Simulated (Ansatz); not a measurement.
## Relaxing CaSe

All numbers below come from DFT PBEsol, scalar-relativistic, plane waves, PAW in Ansatz 0.2.0. Settings: 420 eV cutoff, 6×6×6 k-mesh, Gaussian smearing of 0.02 eV, no spin polarisation.

What was changed in MgSe: Mg → Ca on all its sites, cell and atoms relaxed.

Command:

```bash
ansatz run input.yaml --threads 1 --pin off --max-ram 2560MiB --backend cpu --events-out ev --progress --plain --runs-dir out
```

Input:

```yaml
crystal:
  lattice:
    - [0.0, 3.2333460577, 3.2333460577]
    - [3.2333460577, 0.0, 3.2333460577]
    - [3.2333460577, 3.2333460577, 0.0]
  atoms:
    - { symbol: Ca, position: [0.0, 0.0, 0.0] }
    - { symbol: Se, position: [0.25, 0.25, 0.25] }
basis:
  ecutwfc: 420
kpoints:
  mp_grid: { grid: [6, 6, 6] }
hamiltonian:
  xc: pbesol
scf:
  occupations: { method: gaussian, width: 0.02 }
output:
  forces: true
  stress: true
  eigenvalues: true
relax:
  adjacent_minimum: "off"
  f_tol: 0.01
  max_steps: 60
  cell: { stress_tol: 0.1 }
```

F is the free energy. Steps run on the plane waves of an earlier cell, but the last one, and at times one on the way, on a freshly chosen basis, so a repeated geometry can differ a little in energy.

Steps:

```
step F − F(1) (eV) largest force component (eV/Å) V (Å³/atom) P (GPa)
   1         0.0000                           0.000       33.803     0.59
   2        -0.0018                           0.000       34.512    -0.15
   3        -0.0020                           0.000       34.363     0.00
   4        -0.0020                           0.000       34.363     0.00
```

Relaxed structure:

```cif
data_structure
_symmetry_space_group_name_H-M 'P 1'
_symmetry_Int_Tables_number 1
_cell_length_a 4.5978
_cell_length_b 4.5978
_cell_length_c 4.5978
_cell_angle_alpha 60.000
_cell_angle_beta 60.000
_cell_angle_gamma 60.000
_cell_volume 68.73
loop_
_atom_site_label
_atom_site_type_symbol
_atom_site_fract_x
_atom_site_fract_y
_atom_site_fract_z
_atom_site_occupancy
Ca1 Ca 0.00000 0.00000 0.00000 1
Se1 Se 0.25000 0.25000 0.25000 1
```

Symmetry: F-43m, No. 216, cubic system. The conventional cell has a = 6.502 Å, b = 6.502 Å, c = 6.502 Å, α = 90.00°, β = 90.00°, γ = 90.00°. Around Ca (site symmetry -43m) lie 4 Se at 2.82 Å. Around Se (site symmetry -43m) lie 4 Ca at 2.82 Å.

The run converged. The run took 8.8 s on 1 thread of Arm Neoverse V1, with other jobs on the host, peak memory 0.32 GiB.